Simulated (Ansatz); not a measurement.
Task: a band structure of Si, space group Cmce, with Ansatz 0.2.0 through its Python package. Give the script and its output. Settings: PBE, PAW, cutoff 510 eV, 6×6×5 k-points, Fermi-Dirac smearing of 0.15 eV.

```cif
data_structure
_symmetry_space_group_name_H-M 'P 1'
_symmetry_Int_Tables_number 1
_cell_length_a 4.6451
_cell_length_b 4.6451
_cell_length_c 4.7546
_cell_angle_alpha 90.000
_cell_angle_beta 90.000
_cell_angle_gamma 61.872
_cell_volume 90.47
loop_
_atom_site_label
_atom_site_type_symbol
_atom_site_fract_x
_atom_site_fract_y
_atom_site_fract_z
_atom_site_occupancy
Si1 Si 0.82800 0.17200 0.32800 1
Si2 Si 0.67200 0.32800 0.82800 1
Si3 Si 0.17200 0.82800 0.67200 1
Si4 Si 0.32800 0.67200 0.17200 1
Si5 Si 0.21900 0.21900 0.00000 1
Si6 Si 0.28100 0.28100 0.50000 1
Si7 Si 0.78100 0.78100 0.00000 1
Si8 Si 0.71900 0.71900 0.50000 1
```

`si_bands.py`:
```python
"""Band structure of Si."""

import ansatz as az
from ase import Atoms
import numpy as np

atoms = Atoms(
    ["Si", "Si", "Si", "Si", "Si", "Si", "Si", "Si"],
    scaled_positions=[
        [0.828, 0.172, 0.328],
        [0.672, 0.328, 0.828],
        [0.172, 0.828, 0.672],
        [0.328, 0.672, 0.172],
        [0.219, 0.219, 0.0],
        [0.281, 0.281, 0.5],
        [0.781, 0.781, 0.0],
        [0.719, 0.719, 0.5],
    ],
    cell=[
        [3.9843, -2.38795, 0.0],
        [3.9843, 2.38795, 0.0],
        [0.0, 0.0, 4.7546],
    ],
    pbc=True,
)
structure = az.Crystal.from_ase(atoms)

# high-symmetry points in fractions of the reciprocal vectors
path = [
    ("G", (0.0, 0.0, 0.0)),
    ("S", (0.0, 0.5, 0.0)),
    ("R", (0.0, 0.5, 0.5)),
    ("Z", (0.0, 0.0, 0.5)),
    ("T", (0.5, 0.5, 0.5)),
]
setup = (
    structure.calculation()
    .pseudopotentials("paw")
    .basis(510)
    .kpoints(mesh=(6, 6, 5))
    .occupations("fermi_dirac", width=0.15)
    .band_structure([point for _, point in path], intervals=8)
    .scf(extra_bands=8)
)
session = setup.session()
planned = session.plan(threads=1)
result = planned.execute()
r = result.report

energy = r["free_energy_ev"]
print("F of the Si cell: {:.6f} eV = {:.6f} Ry = {:.6f} Ha".format(energy, energy / 13.605693, energy / 27.211386))
print("Fermi level {:.4f} eV, {} k-points, {} symmetry operations".format(r["fermi_energy_ev"], r["n_kpoints"], r["n_symmetry_ops"]))

bands = result.band_structure()
fermi = bands.fermi_energy_ev
print(f"zero of the bands: {fermi:.3f} eV, the Fermi level found on the SCF mesh")
for spin, channel in enumerate(bands.channels):
    print("channel", spin, "- computed levels within 4 eV of the Fermi level")
    for i, (label, _) in enumerate(path):
        levels = channel.eigenvalues_ev[i * 8] - fermi
        print(f"  {label:3s}", " ".join(f"{e:7.3f}" for e in levels if abs(e) < 4))
```

Output of `python si_bands.py`:
```text
F of the Si cell: -5080.417396 eV = -373.403795 Ry = -186.701897 Ha
Fermi level 14.3910 eV, 39 k-points, 8 symmetry operations
zero of the bands: 14.391 eV, the Fermi level found on the SCF mesh
channel 0 - computed levels within 4 eV of the Fermi level
  G    -3.329  -3.202  -3.144  -3.053  -2.881  -2.613  -2.289  -1.741  -1.171  -0.905  -0.555  -0.533
  S    -3.758  -3.758  -2.539  -2.539  -1.613  -1.613   1.411   1.411   3.112   3.112   3.426   3.426
  R    -2.017  -2.017  -1.532  -1.532  -1.290  -1.290  -0.070  -0.070   0.089   0.089   0.633   0.633   2.405   2.405   2.753   2.753
  Z    -2.984  -2.984
  T    -1.470  -1.470  -1.435  -1.435  -0.837  -0.837  -0.484  -0.484   0.078   0.078   0.269   0.269   2.974   2.974   3.606   3.606
```

Caveats:
- Absolute energies stand on the zero of these potentials, so only differences at equal settings mean something. A total without «per atom» is that of the cell as typed.
- The computed bands are complete only to about 2.8 eV above the Fermi level.
- The mesh is modest for a metal, so energies can be off by several to tens of meV an atom and pressures by half a GPa or more; differences at equal mesh fare better.
- Only differences from the Fermi energy are physical; the zero of the scale is a convention.
- A Fermi-Dirac width this large means warm electrons, whose thermal share enters the free energy.
- No functional is typed, so the default, PBE, holds.
- This isn't the structure that Si takes at ambient conditions.
- Gaps and levels are Kohn-Sham values on a finite set of k-points.
- Processor time in the engine: 6.8 s on 1 thread of Intel(R) Xeon(R) Processor @ 2.30GHz (shared host), peak memory 0.56 GiB.
